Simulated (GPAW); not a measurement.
The system is SnTe.

```xyz
2
Lattice="0.0000 3.1509 3.1509 3.1509 0.0000 3.1509 3.1509 3.1509 0.0000" Properties=species:S:1:pos:R:3 pbc="T T T"
Te    3.1509    3.1509    3.1509
Sn    0.0000    0.0000    0.0000
```

Base run:

* Program: GPAW 26.7.0
* Functional: PBE
* Potentials or basis: GPAW PAW data sets (gpaw-data 1.2.1)
* Basis: fd
* Grid spacing: 0.16 Å
* k mesh: 6 × 6 × 6
* Occupations: fermi-dirac, width 0.05 eV
* Spin: no spin polarisation

Its results: band gap on the k mesh 0.11 eV, direct.

Question: The run is repeated on the same cell with these changes: potentials or basis from GPAW PAW data sets (gpaw-data 1.2.1) to GPAW PAW data sets (gpaw-data 1.2.1), other valence; basis from fd to pw; valence electrons from 20 to 30. What comes out?

Answer: Band gap on the k mesh 0.16 eV, direct.

Caveats: spin-orbit coupling is left out, which moves the levels of the heavy elements.

Not every run made on this cell is shown here.
